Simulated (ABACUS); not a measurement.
# Ta (Im-3m) in ABACUS: convergence with basis

Aim: find how far basis must go before the results for Ta settle, at PBE. This setting moves, with any that are tied to it; all else stays.

All numbers are computed with ABACUS 3.10.1; they aren't measurements. Logs are shortened: lines on timing, memory, paths and dates and some standing lists are left out, and cuts for length are marked.

## (1) The crystal as given

Symmetry: Im-3m, No. 229, cubic system. Conventional cell: a = 3.303 Å, b = 3.303 Å, c = 3.303 Å, α = 90.00°, β = 90.00°, γ = 90.00°. Ta (site symmetry m-3m) has 8 Ta at 2.86 Å as nearest neighbours.

## (2) With basis SZ

File INPUT:

```
INPUT_PARAMETERS
suffix              Ta
calculation         scf
basis_type          lcao
pseudo_dir          ./
orbital_dir         ./
symmetry            1
dft_functional      pbe
ecutwfc             100
pseudo_rcut         10
nspin               1
nbands              10
ks_solver           genelpa
smearing_method     mp
smearing_sigma      0.00734986
scf_thr             1e-07
scf_nmax            100
mixing_type         broyden
mixing_beta         0.7
cal_force           1
cal_stress          1
out_mul             1
```

File STRU:

```
ATOMIC_SPECIES
Ta 180.9479 73_Ta_13_2.2_2.6_pbe_n_v1.0.upf

NUMERICAL_ORBITAL
Ta_confined-atom_7au_2s1p1d.orb

LATTICE_CONSTANT
1.8897261246

LATTICE_VECTORS
-1.6512800000 1.6512800000 1.6512800000
1.6512800000 -1.6512800000 1.6512800000
1.6512800000 1.6512800000 -1.6512800000

ATOMIC_POSITIONS
Direct

Ta
0.0
1
0.0000000000 0.0000000000 0.0000000000 1 1 1
```

File KPT:

```
K_POINTS
0
Gamma
10 10 10 0 0 0
```

Potentials or basis: SPMS ONCV 1.0 PBE, SZ LCAO (the cutoffs set its grid).

Command:

```sh
OMP_NUM_THREADS=1 mpirun -np 4 abacus > log
```

running log:

```text
ABACUS v3.10.1

               Atomic-orbital Based Ab-initio Computation at UStc

 ------------------------------------------------------------------------------------

 READING GENERAL INFORMATION
                           global_out_dir = OUT.Ta/
                           global_in_card = INPUT
                               pseudo_dir = ./
                              orbital_dir = ./
                                    DSIZE = 4
                                    GSIZE = 1

 READING UNITCELL INFORMATION
                                    ntype = 1
                  lattice constant (Bohr) = 1.88973
              lattice constant (Angstrom) = 1

 READING ATOM TYPE 1
                               atom label = Ta
                      L=0, number of zeta = 2
                      L=1, number of zeta = 1
                      L=2, number of zeta = 1
             number of atom for this type = 1

                        TOTAL ATOM NUMBER = 1
DIRECT COORDINATES
    atom                   x                   y                   z     mag                  vx                  vy                  vz
taud_Ta1            0.0000000000        0.0000000000        0.0000000000  0.0000        0.0000000000        0.0000000000        0.0000000000

                          Volume (Bohr^3) = 121.54
                             Volume (A^3) = 18.0103

 Lattice vectors: (Cartesian coordinate: in unit of a_0)
             -1.65128            +1.65128            +1.65128
             +1.65128            -1.65128            +1.65128
             +1.65128            +1.65128            -1.65128
 Reciprocal vectors: (Cartesian coordinate: in unit of 2 pi/a_0)
                   +0           +0.302795           +0.302795
            +0.302795                  +0           +0.302795
            +0.302795           +0.302795                  +0
[... 271 lines left out ...]
 E_KohnSham     -130.9355042159      -1781.4689278398
 E_KS(sigma->0) -130.9354653440      -1781.4683989593
 E_Harris       -130.9355042551      -1781.4689283725
 E_band         -7.0717235553        -96.2157350334
 E_one_elec     -19.0668686653       -259.4180568659
 E_Hartree      16.4281605263        223.5165908163
 E_xc           -29.7488560374       -404.7539510897
 E_Ewald        -98.5478234236       -1340.8119240591
 E_entropy(-TS) -0.0001166160        -0.0015866415
 E_descf        0.0000000000         0.0000000000
 E_exx          0.0000000000         0.0000000000
 E_Fermi        1.4125574318         19.2188298254
----------------------------------------------------------

 charge density convergence is achieved
 final etot is -1781.4689278 eV
 EFERMI = 19.218829825 eV

 STATE ENERGY(eV) AND OCCUPATIONS    NSPIN == 1
 1/47 kpoint (Cartesian) = 0.0000 0.0000 0.0000 (528 pws)
       1       -47.4790     0.00200000
       2       -13.6040     0.00200000
       3       -13.6040     0.00200000
       4       -13.6040     0.00200000
       5        10.3996     0.00200000
       6        19.5527   -2.47832e-08
       7        19.5527   -2.47832e-08
       8        19.5527   -2.47832e-08
       9        22.9528   -2.91543e-89
      10        22.9528   -2.91543e-89
[... 49 lines left out ...]
 6/47 kpoint (Cartesian) = 0.15140 0.15140 0.30280 (525 pws)
       1       -47.3552      0.0120000
       2       -14.8191      0.0120000
       3       -13.9972      0.0120000
       4       -13.6121      0.0120000
       5        14.0749      0.0120000
       6        17.1280      0.0120000
       7        22.8443   -1.69840e-88
       8        23.8905   -2.18854e-88
       9        26.8984   -3.59765e-88
      10        30.7276   -5.39147e-88

[... levels at 41 further k points ...]

 correction force for each atom along direction 1 is -1.69629e-14
 correction force for each atom along direction 2 is 6.99145e-15
 correction force for each atom along direction 3 is -2.14221e-15
------------------------------------------------------------------------------------------
 TOTAL-FORCE (eV/Angstrom)
------------------------------------------------------------------------------------------
                       Ta1         0.0000000000         0.0000000000         0.0000000000
------------------------------------------------------------------------------------------

----------------------------------------------------------------
 TOTAL-STRESS (KBAR)
----------------------------------------------------------------
      -108.0959417719         0.0000000000         0.0000000000
         0.0000000000      -108.0959417719        -0.0000000000
         0.0000000000        -0.0000000000      -108.0959417719
----------------------------------------------------------------
 TOTAL-PRESSURE: -108.095942 KBAR

 --------------------------------------------
 !FINAL_ETOT_IS -1781.4689278397825092 eV
 --------------------------------------------
```

stdout:

```text
ABACUS v3.10.1

               Atomic-orbital Based Ab-initio Computation at UStc

%%%%%%%%%%%%%%%%%%%%%%%%%%%%%%%%%%%%%%%%%%%%%%%%%%%%%%%%%%%%%%%%%%%%%%%%%%%%%%%%%%%%%%%%%%%%%%%%%%%%%%%%%
[... 31 lines left out ...]
----------------------------------------------------------------
 TOTAL-STRESS (KBAR)
----------------------------------------------------------------
      -108.0959417719         0.0000000000         0.0000000000
         0.0000000000      -108.0959417719        -0.0000000000
         0.0000000000        -0.0000000000      -108.0959417719
----------------------------------------------------------------
 TOTAL-PRESSURE: -108.095942 KBAR
```

Wall time 2 s (4 MPI ranks of Intel Xeon Platinum 8259CL at 2.50GHz (Skylake/Cascade Lake), shared host); peak memory 0.36 GiB.

What came out:

* Free energy: -1781.4689 eV
* Pressure: -10.8 GPa
* Band gap on the k mesh: none (metal or under the smearing width)

## (3) With basis DZP

INPUT: that of step 2 with these lines changed.

```diff
@@ -11,3 +11,3 @@
 nspin               1
-nbands              10
+nbands              11
 ks_solver           genelpa
```

STRU: that of step 2 with these lines changed.

```diff
@@ -4,3 +4,3 @@
 NUMERICAL_ORBITAL
-Ta_confined-atom_7au_2s1p1d.orb
+Ta_confined-atom_7au_3s2p2d1f.orb
```

KPT is that of step 2.

Potentials or basis: SPMS ONCV 1.0 PBE, DZP LCAO (the cutoffs set its grid).

Command:

```sh
OMP_NUM_THREADS=1 mpirun -np 4 abacus > log
```

Wall time 3.8 s (4 MPI ranks of Intel Xeon Platinum 8259CL at 2.50GHz (Skylake/Cascade Lake), shared host); peak memory 0.36 GiB.

What came out:

```yaml
Free_energy: -1782.6138 eV
Pressure: 4.9 GPa
Band_gap_on_the_k_mesh: none (metal or under the smearing width)
```

## (4) With basis TZDP

INPUT is that of step 3.

STRU: that of step 3 with these lines changed.

```diff
@@ -4,3 +4,3 @@
 NUMERICAL_ORBITAL
-Ta_confined-atom_7au_3s2p2d1f.orb
+Ta_confined-atom_7au_4s3p3d1f.orb
```

KPT is that of step 3.

Potentials or basis: SPMS ONCV 1.0 PBE, TZDP LCAO (the cutoffs set its grid).

Command:

```sh
OMP_NUM_THREADS=1 mpirun -np 4 abacus > log
```

Wall time 5.8 s (4 MPI ranks of Intel Xeon Platinum 8259CL at 2.50GHz (Skylake/Cascade Lake), shared host); peak memory 0.4 GiB.

It converged, with:

```yaml
Free_energy: -1782.6304 eV
Pressure: 4.9 GPa
Band_gap_on_the_k_mesh: none (metal or under the smearing width)
```

## (5) With basis pw

File INPUT:

```
INPUT_PARAMETERS
suffix              Ta
calculation         scf
basis_type          pw
pseudo_dir          ./
symmetry            1
dft_functional      pbe
ecutwfc             100
pseudo_rcut         10
nspin               1
nbands              11
ks_solver           dav
smearing_method     mp
smearing_sigma      0.00734986
scf_thr             1e-08
scf_nmax            100
mixing_type         broyden
mixing_beta         0.7
cal_force           1
cal_stress          1
kpar                4
```

STRU: that of step 4 with these lines changed.

```diff
@@ -2,5 +2,2 @@
 Ta 180.9479 73_Ta_13_2.2_2.6_pbe_n_v1.0.upf
-
-NUMERICAL_ORBITAL
-Ta_confined-atom_7au_4s3p3d1f.orb
```

KPT is that of step 4.

Potentials or basis: SPMS ONCV 1.0 PBE, plane waves.

Command:

```sh
OMP_NUM_THREADS=1 mpirun -np 4 abacus > log
```

Wall time 5.6 s (4 MPI ranks of Intel Xeon Platinum 8259CL at 2.50GHz (Skylake/Cascade Lake), shared host); peak memory 0.36 GiB.

It converged, with:

```yaml
Free_energy: -1782.6546 eV
Pressure: 4.8 GPa
Band_gap_on_the_k_mesh: none (metal or under the smearing width)
```

## (6) Result

```
basis  energy less the tightest run, at zero smearing (meV/atom)  pressure (GPa)  SCF cycles  CPU time (s)
   SZ                                                    1186.48          -10.81           6           6.7
  DZP                                                      40.83            4.87           7            15
 TZDP                                                      24.26            4.90           7            23
   pw                                                       0.00            4.79           6            22
```

Not settled before the last step: the energy (to 1 meV/atom), the pressure (to 0.1 GPa). The tightest run that finished is the yardstick and may itself not be fully converged.
